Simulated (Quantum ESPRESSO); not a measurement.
**W under changes of volume**

One of the cells (16.731 Å³/atom); the others are scaled copies at fixed shape and fractional positions:

```
CELL_PARAMETERS angstrom
0.00000 2.03000 2.03000
2.03000 0.00000 2.03000
2.03000 2.03000 0.00000
ATOMIC_POSITIONS crystal
W 0.00000 0.00000 0.00000
```

This isn't the form of W at room conditions, which is bcc.

```yaml
Program: Quantum ESPRESSO 7.5
Functional: PBEsol
Potentials_or_basis: GBRV 1.5 PBEsol
Cutoff: 762 eV
Density_cutoff: 6095 eV
k_mesh: 11 × 11 × 11
Occupations: fermi-dirac, width 0.05 eV
Spin: no spin polarisation
```

| volume (Å³/atom) | energy over the lowest point (meV/atom) | pressure (GPa) |
| --- | --- | --- |
| 15.727 | 4.90 | 5.8 |
| 16.062 | 0.00 | -1.0 |
| 16.396 | 8.68 | -7.1 |
| 16.731 | 29.51 | -12.6 |
| 17.065 | 61.18 | -17.5 |
| 17.400 | ? | ? |
| 17.735 | 152.45 | -25.7 |

Q: What does the run at 17.400 Å³/atom give?

A: Energy over the lowest point 102.53 meV/atom; pressure -21.8 GPa.

Worked out: A Birch-Murnaghan fit of order 3 (a polynomial in V^(-2/3)) to the other rows has its minimum at 16.01 Å³/atom with B0 = V·E''(V) = 318 GPa and B' = 4.5. It gives 102.50 meV/atom at 17.400 Å³/atom, against the run's 102.53, and -dE/dV = -21.9 GPa, against -21.8.

Energies are extrapolated to zero smearing.
